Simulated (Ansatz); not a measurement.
**ZrN: the functional and the phonons**

ZrN in the rock-salt structure, in a typed cell, not relaxed.

```
Zr N
1.0
     0.00000    2.30000    2.30000
     2.30000    0.00000    2.30000
     2.30000    2.30000    0.00000
Zr N
1 1
Direct
  0.00000 0.00000 0.00000
  0.50000 0.50000 0.50000
```

DFT in Ansatz; PBE; all-electron PAW datasets (no frozen core) at 360 eV; k mesh 8×8×8; Fermi–Dirac smearing of 0.1 eV; no spin. Phonons (finite displacements in cells commensurate with each q) are harmonic and in cm⁻¹; i marks an unstable mode. Zone-centre lists hold the optical modes without the non-analytic term.

Caveats: coarse k mesh.

At 12.17 Å³ an atom it gives top Γ mode (cm⁻¹) 469; lowest mode at X = [0.5, 0, 0.5] (cm⁻¹) 194; top mode at X = [0.5, 0, 0.5] (cm⁻¹) 472.

Q: Repeat with r2SCAN in the same cell, on the same kind of potentials and mesh. What changes?

A: 
```json
{"functional": "r2SCAN in the same cell", "cutoff (eV)": "400", "volume (Å³/atom)": "12.17", "top Γ mode (cm⁻¹)": "473", "lowest mode at X = [0.5, 0, 0.5] (cm⁻¹)": "198", "top mode at X = [0.5, 0, 0.5] (cm⁻¹)": "480"}
```
